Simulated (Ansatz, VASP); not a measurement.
**Al2Pt in VASP and in Ansatz**

```xyz
3
Lattice="0.0000 2.9732 2.9732 2.9732 0.0000 2.9732 2.9732 2.9732 0.0000" Properties=species:S:1:pos:R:3 pbc="T T T"
Al    1.4866    1.4866    1.4866
Al    4.4598    4.4598    4.4598
Pt    0.0000    0.0000    0.0000
```

Alike in both runs: functional PBE; k mesh 12 × 12 × 12; occupations gaussian, width 0.1 eV; no spin polarisation.

Ansatz relaxed the structure, and its values are those at the end. VASP's run is a single point on that final structure, the one shown.

```csv
,VASP,Ansatz
version,VASP 6.6.1,Ansatz 0.2.0
potentials or method,"VASP PAW PBE potentials, release 64 (Al, Pt)","scalar-relativistic, plane waves, PAW"
plane-wave cutoff (eV),520,420
valence electrons in the cell,16,24
```

```csv
,VASP,Ansatz,Ansatz less VASP
gap on the k mesh at the Fermi level (eV),none,none,-
pressure (GPa),-0.2,0.0,+0.16
```

A gap of «none» marks a metal or a gap that the smearing closes. The two sets of potentials don't hold the same shells in valence.

Spin-orbit coupling is left out, which matters for the levels of Pt.
